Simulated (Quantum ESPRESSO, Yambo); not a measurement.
# SiC (Moissanite): a self-consistent loop beyond G0W0, cycle by cycle, part 2 of 2

Wanted: G0W0 and self-consistent gaps of SiC (Moissanite), with the cost of the cycles.

Quantum ESPRESSO 7.5 and Yambo 5.3.0; PBE and many-body steps on it, plane waves. Known limits of the many-body steps: not at the basis limit; coarse k mesh.

So far. Step 4 (G0W0): The gap on the mesh goes from 2.33 eV to 2.83 eV, a correction of +0.50 eV. Step 5 (evGW0, cycle 1): Against G0W0 in Yambo (3×3×4 mesh, 101 bands, screening to 129.3 eV, Godby-Needs plasmon pole), the gap moves by +0.070 eV.

### Step 6. evGW0, cycle 2

Level of this step: evGW0 on PBE, plane waves, norm-conserving pseudopotentials (Yambo).

The corrected levels of the last cycle go back in.

gw3.in reads:

```
HF_and_locXC
gw0
dyson
ppa
em1d
rim_cut
RandQpts= 1000000
RandGvec= 1 RL
EXXRLvcs= 74 Ry
VXCRLvcs= 296 Ry
Chimod= "HARTREE"
% BndsRnXp
 1 | 101 |
%
NGsBlkXp= 9.5 Ry
% LongDrXp
 1 | 1 | 1 |
%
% GbndRnge
 1 | 101 |
%
DysSolver= "n"
ExtendOut
PPAPntXp= 27.21138 eV
% QPkrange
 1 | 10 | 1 | 14 |
%
GfnQPdb= "E < ./gw2_fix/ndb.QP"
```

Run with:

```
$ OMP_NUM_THREADS=1 mpirun -n 4 yambo -F gw3.in -J gw3,gw1_W -C gw3 > gw3.log
```

Output:

```text
 Yambo, version 5.3.0

 [02] CORE Variables Setup
 =========================

  [... cell, symmetries and grids as in the set-up ...]

  [02.05] Energies & Occupations
  ==============================

  [X] === General ===
  [X] Electronic Temperature                        :  0.000000  0.000000 [eV K]
  [X] Bosonic    Temperature                        :  0.000000  0.000000 [eV K]
  [X] Finite Temperature mode                       : no
  [X] El. density                                   :  0.38681E+24 [cm-3]
[...]
Sx RL components                                 :  3009

   QP @ state[ 1 ] K range                          :   1  10
   QP @ state[ 1 ] b range                          :   1  14
   GF energies kind                                 : Perdew, Burke & Ernzerhof(X)+Perdew, Burke & Ernzerhof(C)+ E < ./gw1/ndb.QP + @E Fit+ E < ./gw2_fix/
   GF WF`s kind                                     : Perdew, Burke & Ernzerhof(X)+Perdew, Burke & Ernzerhof(C)
   Xs energies kind                                 : Perdew, Burke & Ernzerhof(X)+Perdew, Burke & Ernzerhof(C)
   Xs WF`s kind                                     : Perdew, Burke & Ernzerhof(X)+Perdew, Burke & Ernzerhof(C)

 [13] Game Over & Game summary
```

Run time: 2.3 min. Hardware: 4 MPI ranks of Arm Neoverse V1, shared host; peak memory 1.5 GiB.

Numbers from this step:

```yaml
quasiparticle_gap_on_the_mesh: 2.914 eV
gap_of_the_density_functional_on_the_mesh: 2.329 eV
k_of_the_valence_top: 0, 0, 0
k_of_the_conduction_bottom: 0.3333, 0.3333, 0
least_direct_quasiparticle_gap_on_the_computed_points: 5.404 eV
```

Against the cycle before, the gap moves by +0.011 eV.

The program's own table gives 3.008 eV, which is too large where the input levels are shifted: this version takes Σc at the unshifted level E₀, yet steps from the shifted one. The value above is the Newton step from E₀, E₀ + Z(Σc + Σx − Vxc), rebuilt from the printed columns.

### Step 7. evGW0, cycle 3

gw4.in, as its differences from gw3.in of step 6:

```diff
@@ -27,2 +27,2 @@
 %
-GfnQPdb= "E < ./gw2_fix/ndb.QP"
+GfnQPdb= "E < ./gw3_fix/ndb.QP"
```

Run with:

```
$ OMP_NUM_THREADS=1 mpirun -n 4 yambo -F gw4.in -J gw4,gw1_W -C gw4 > gw4.log
```

Output:

```text
 Yambo, version 5.3.0

 [02] CORE Variables Setup
 =========================

  [... cell, symmetries and grids as in the set-up ...]

  [02.05] Energies & Occupations
  ==============================

  [X] === General ===
  [X] Electronic Temperature                        :  0.000000  0.000000 [eV K]
  [X] Bosonic    Temperature                        :  0.000000  0.000000 [eV K]
  [X] Finite Temperature mode                       : no
  [X] El. density                                   :  0.38681E+24 [cm-3]
[...]
Sx RL components                                 :  3009

   QP @ state[ 1 ] K range                          :   1  10
   QP @ state[ 1 ] b range                          :   1  14
   GF energies kind                                 : Perdew, Burke & Ernzerhof(X)+Perdew, Burke & Ernzerhof(C)+ E < ./gw1/ndb.QP + @E Fit+ E < ./gw2_fix/
   GF WF`s kind                                     : Perdew, Burke & Ernzerhof(X)+Perdew, Burke & Ernzerhof(C)
   Xs energies kind                                 : Perdew, Burke & Ernzerhof(X)+Perdew, Burke & Ernzerhof(C)
   Xs WF`s kind                                     : Perdew, Burke & Ernzerhof(X)+Perdew, Burke & Ernzerhof(C)

 [13] Game Over & Game summary
```

Wall time 2.3 min (4 MPI ranks); peak memory 1.4 GiB.

Numbers from this step:

```
quasiparticle gap on the mesh                         : 2.916 eV
gap of the density functional on the mesh             : 2.329 eV
k of the valence top                                  : 0, 0, 0
k of the conduction bottom                            : 0.3333, 0.3333, 0
least direct quasiparticle gap on the computed points : 5.407 eV
```

Against the cycle before, the gap moves by +0.002 eV.

The program's own table gives 3.011 eV, which is too large where the input levels are shifted: this version takes Σc at the unshifted level E₀, yet steps from the shifted one. The value above is the Newton step from E₀, E₀ + Z(Σc + Σx − Vxc), rebuilt from the printed columns.

### Step 8. evGW, cycle 1

This step: evGW on PBE, plane waves, norm-conserving pseudopotentials.

gw5.in, as its differences from gw4.in of step 7:

```diff
@@ -27,2 +27,3 @@
 %
-GfnQPdb= "E < ./gw3_fix/ndb.QP"
+GfnQPdb= "E < ./gw1/ndb.QP"
+XfnQPdb= "E < ./gw1/ndb.QP"
```

Run with:

```
$ OMP_NUM_THREADS=1 mpirun -n 4 yambo -F gw5.in -J gw5 -C gw5 > gw5.log
```

Output:

```text
 Yambo, version 5.3.0

 [02] CORE Variables Setup
 =========================

  [... cell, symmetries and grids as in the set-up ...]

  [02.05] Energies & Occupations
  ==============================

  [X] === General ===
  [X] Electronic Temperature                        :  0.000000  0.000000 [eV K]
  [X] Bosonic    Temperature                        :  0.000000  0.000000 [eV K]
  [X] Finite Temperature mode                       : no
  [X] El. density                                   :  0.38681E+24 [cm-3]
[...]
Sx RL components                                 :  3009

   QP @ state[ 1 ] K range                          :   1  10
   QP @ state[ 1 ] b range                          :   1  14
   GF energies kind                                 : Perdew, Burke & Ernzerhof(X)+Perdew, Burke & Ernzerhof(C)+ E < ./gw1/ndb.QP + @E Fit
   GF WF`s kind                                     : Perdew, Burke & Ernzerhof(X)+Perdew, Burke & Ernzerhof(C)
   Xs energies kind                                 : Perdew, Burke & Ernzerhof(X)+Perdew, Burke & Ernzerhof(C)
   Xs WF`s kind                                     : Perdew, Burke & Ernzerhof(X)+Perdew, Burke & Ernzerhof(C)

 [15] Game Over & Game summary
```

Run time: 2.6 min. Hardware: 4 MPI ranks; peak memory 1.5 GiB; 10 min of CPU time.

Numbers from this step:

* quasiparticle gap on the mesh: 3.032 eV
* gap of the density functional on the mesh: 2.329 eV
* k of the valence top: 0, 0, 0
* k of the conduction bottom: 0.3333, 0.3333, 0
* least direct quasiparticle gap on the computed points: 5.541 eV

Against G0W0 in Yambo (3×3×4 mesh, 101 bands, screening to 129.3 eV, Godby-Needs plasmon pole), the gap moves by +0.199 eV.

The program's own table gives 3.110 eV, which is too large where the input levels are shifted: this version takes Σc at the unshifted level E₀, yet steps from the shifted one. The value above is the Newton step from E₀, E₀ + Z(Σc + Σx − Vxc), rebuilt from the printed columns.

### Step 9. evGW, cycle 2

gw6.in, as its differences from gw5.in of step 8:

```diff
@@ -27,3 +27,3 @@
 %
-GfnQPdb= "E < ./gw1/ndb.QP"
-XfnQPdb= "E < ./gw1/ndb.QP"
+GfnQPdb= "E < ./gw5_fix/ndb.QP"
+XfnQPdb= "E < ./gw5_fix/ndb.QP"
```

Run with:

```
$ OMP_NUM_THREADS=1 mpirun -n 4 yambo -F gw6.in -J gw6 -C gw6 > gw6.log
```

Output:

```text
 Yambo, version 5.3.0

 [02] CORE Variables Setup
 =========================

  [... cell, symmetries and grids as in the set-up ...]

  [02.05] Energies & Occupations
  ==============================

  [X] === General ===
  [X] Electronic Temperature                        :  0.000000  0.000000 [eV K]
  [X] Bosonic    Temperature                        :  0.000000  0.000000 [eV K]
  [X] Finite Temperature mode                       : no
  [X] El. density                                   :  0.38681E+24 [cm-3]
[...]
Sx RL components                                 :  3009

   QP @ state[ 1 ] K range                          :   1  10
   QP @ state[ 1 ] b range                          :   1  14
   GF energies kind                                 : Perdew, Burke & Ernzerhof(X)+Perdew, Burke & Ernzerhof(C)+ E < ./gw1/ndb.QP + @E Fit+ E < ./gw5_fix/
   GF WF`s kind                                     : Perdew, Burke & Ernzerhof(X)+Perdew, Burke & Ernzerhof(C)
   Xs energies kind                                 : Perdew, Burke & Ernzerhof(X)+Perdew, Burke & Ernzerhof(C)
   Xs WF`s kind                                     : Perdew, Burke & Ernzerhof(X)+Perdew, Burke & Ernzerhof(C)

 [15] Game Over & Game summary
```

Wall time 2.6 min (4 MPI ranks); peak memory 1.5 GiB; 10 min of CPU time.

Numbers from this step:

```yaml
quasiparticle_gap_on_the_mesh: 3.095 eV
gap_of_the_density_functional_on_the_mesh: 2.329 eV
k_of_the_valence_top: 0, 0, 0
k_of_the_conduction_bottom: 0.3333, 0.3333, 0
least_direct_quasiparticle_gap_on_the_computed_points: 5.625 eV
```

Against the cycle before, the gap moves by +0.063 eV.

The program's own table gives 3.200 eV, which is too large where the input levels are shifted: this version takes Σc at the unshifted level E₀, yet steps from the shifted one. The value above is the Newton step from E₀, E₀ + Z(Σc + Σx − Vxc), rebuilt from the printed columns.

### Step 10. evGW, cycle 3

gw7.in, as its differences from gw6.in of step 9:

```diff
@@ -27,3 +27,3 @@
 %
-GfnQPdb= "E < ./gw5_fix/ndb.QP"
-XfnQPdb= "E < ./gw5_fix/ndb.QP"
+GfnQPdb= "E < ./gw6_fix/ndb.QP"
+XfnQPdb= "E < ./gw6_fix/ndb.QP"
```

Run with:

```
$ OMP_NUM_THREADS=1 mpirun -n 4 yambo -F gw7.in -J gw7 -C gw7 > gw7.log
```

Output:

```text
 Yambo, version 5.3.0

 [02] CORE Variables Setup
 =========================

  [... cell, symmetries and grids as in the set-up ...]

  [02.05] Energies & Occupations
  ==============================

  [X] === General ===
  [X] Electronic Temperature                        :  0.000000  0.000000 [eV K]
  [X] Bosonic    Temperature                        :  0.000000  0.000000 [eV K]
  [X] Finite Temperature mode                       : no
  [X] El. density                                   :  0.38681E+24 [cm-3]
[...]
Sx RL components                                 :  3009

   QP @ state[ 1 ] K range                          :   1  10
   QP @ state[ 1 ] b range                          :   1  14
   GF energies kind                                 : Perdew, Burke & Ernzerhof(X)+Perdew, Burke & Ernzerhof(C)+ E < ./gw1/ndb.QP + @E Fit+ E < ./gw5_fix/
   GF WF`s kind                                     : Perdew, Burke & Ernzerhof(X)+Perdew, Burke & Ernzerhof(C)
   Xs energies kind                                 : Perdew, Burke & Ernzerhof(X)+Perdew, Burke & Ernzerhof(C)
   Xs WF`s kind                                     : Perdew, Burke & Ernzerhof(X)+Perdew, Burke & Ernzerhof(C)

 [15] Game Over & Game summary
```

Wall time 2.6 min (4 MPI ranks); peak memory 1.5 GiB; 10 min of CPU time.

This step gave:

```
quasiparticle gap on the mesh                         : 3.114 eV
gap of the density functional on the mesh             : 2.329 eV
k of the valence top                                  : 0, 0, 0
k of the conduction bottom                            : 0.3333, 0.3333, 0
least direct quasiparticle gap on the computed points : 5.651 eV
```

Against the cycle before, the gap moves by +0.019 eV.

The program's own table gives 3.227 eV, which is too large where the input levels are shifted: this version takes Σc at the unshifted level E₀, yet steps from the shifted one. The value above is the Newton step from E₀, E₀ + Z(Σc + Σx − Vxc), rebuilt from the printed columns.

### Step 11. evGW, cycle 4

gw8.in, as its differences from gw7.in of step 10:

```diff
@@ -27,3 +27,3 @@
 %
-GfnQPdb= "E < ./gw6_fix/ndb.QP"
-XfnQPdb= "E < ./gw6_fix/ndb.QP"
+GfnQPdb= "E < ./gw7_fix/ndb.QP"
+XfnQPdb= "E < ./gw7_fix/ndb.QP"
```

Run with:

```
$ OMP_NUM_THREADS=1 mpirun -n 4 yambo -F gw8.in -J gw8 -C gw8 > gw8.log
```

Output:

```text
 Yambo, version 5.3.0

 [02] CORE Variables Setup
 =========================

  [... cell, symmetries and grids as in the set-up ...]

  [02.05] Energies & Occupations
  ==============================

  [X] === General ===
  [X] Electronic Temperature                        :  0.000000  0.000000 [eV K]
  [X] Bosonic    Temperature                        :  0.000000  0.000000 [eV K]
  [X] Finite Temperature mode                       : no
  [X] El. density                                   :  0.38681E+24 [cm-3]
[...]
Sx RL components                                 :  3009

   QP @ state[ 1 ] K range                          :   1  10
   QP @ state[ 1 ] b range                          :   1  14
   GF energies kind                                 : Perdew, Burke & Ernzerhof(X)+Perdew, Burke & Ernzerhof(C)+ E < ./gw1/ndb.QP + @E Fit+ E < ./gw5_fix/
   GF WF`s kind                                     : Perdew, Burke & Ernzerhof(X)+Perdew, Burke & Ernzerhof(C)
   Xs energies kind                                 : Perdew, Burke & Ernzerhof(X)+Perdew, Burke & Ernzerhof(C)
   Xs WF`s kind                                     : Perdew, Burke & Ernzerhof(X)+Perdew, Burke & Ernzerhof(C)

 [15] Game Over & Game summary
```

The job ended after 2.6 min (4 MPI ranks; peak memory 1.5 GiB; 10 min of CPU time).

Numbers from this step:

```
quasiparticle gap on the mesh                         : 3.119 eV
gap of the density functional on the mesh             : 2.329 eV
k of the valence top                                  : 0, 0, 0
k of the conduction bottom                            : 0.3333, 0.3333, 0
least direct quasiparticle gap on the computed points : 5.658 eV
```

Against the cycle before, the gap moves by +0.006 eV.

The program's own table gives 3.235 eV, which is too large where the input levels are shifted: this version takes Σc at the unshifted level E₀, yet steps from the shifted one. The value above is the Newton step from E₀, E₀ + Z(Σc + Σx − Vxc), rebuilt from the printed columns.

### Step 12. Side by side

Times are wall times on 4 MPI ranks of Arm Neoverse V1, shared host, good to a factor of about two.

| run | mesh | bands | screening cutoff (eV) | DFT gap (eV) | gap on the mesh (eV) | direct (eV) | time |
| --- | --- | --- | --- | --- | --- | --- | --- |
| G0W0 | 3×3×4 | 101 | 129.3 | 2.329 | 2.833 | 5.262 | 2.5 min |
| evGW0, cycle 1 | 3×3×4 | 101 | 129.3 | 2.329 | 2.903 | 5.385 | 2.3 min |
| evGW0, cycle 2 | 3×3×4 | 101 | 129.3 | 2.329 | 2.914 | 5.404 | 2.3 min |
| evGW0, cycle 3 | 3×3×4 | 101 | 129.3 | 2.329 | 2.916 | 5.407 | 2.3 min |
| evGW, cycle 1 | 3×3×4 | 101 | 129.3 | 2.329 | 3.032 | 5.541 | 2.6 min |
| evGW, cycle 2 | 3×3×4 | 101 | 129.3 | 2.329 | 3.095 | 5.625 | 2.6 min |
| evGW, cycle 3 | 3×3×4 | 101 | 129.3 | 2.329 | 3.114 | 5.651 | 2.6 min |
| evGW, cycle 4 | 3×3×4 | 101 | 129.3 | 2.329 | 3.119 | 5.658 | 2.6 min |

### Step 13. Outcome

```json
{
 "G0W0": "2.833 eV",
 "evGW0, cycle 1": "2.903 eV",
 "evGW0, cycle 2": "2.914 eV",
 "evGW0, cycle 3": "2.916 eV",
 "evGW, cycle 1": "3.032 eV",
 "evGW, cycle 2": "3.095 eV",
 "evGW, cycle 3": "3.114 eV",
 "evGW, cycle 4": "3.119 eV",
 "known limits": "not at the basis limit; coarse k mesh"
}
```

What this shows: evGW0 ends at 2.92 eV, +0.08 eV from G0W0, after 3 cycles that took 6.9 min beside the first screening; the last moved the gap by 0.002 eV. evGW ends at 3.12 eV, +0.29 eV from G0W0, after 4 cycles that took 10 min beside the first screening; the last moved the gap by 0.006 eV. Against experiment, by evGW, cycle 4: the gap of 3.12 eV lies −0.21 eV from the measured 3.33 eV (kind not stated, quoted 2020). These are gaps on the mesh, at modest bands and cutoff. The calculation has static nuclei and no excitons; a measured gap holds zero-point and thermal motion, which mostly lowers it. Bands and cutoff are finite, so the gap is not at the basis limit. The miss can reach some tenths of an eV and take either sign; the mesh is an error of its own. The 3×3×4 mesh is coarse for this cell, which bears on the long-range parts of exchange and screening.

[Paths, hosts, dates, memory and timing lines, banners, echoed tables and standing remarks are left out of the program output.]

[Logs are printed without paths, hosts, clocks, repeated set-up lines and the standing remarks that a program may print on its own settings, such as how far it seeks lower states.]

[Runs of the session that timed out or met a known fault of the program may be left out.]

[Hosts, paths, dates, database ids (printed as entryN), source tags and the programs' standing remarks are cut or masked in the printed files.]
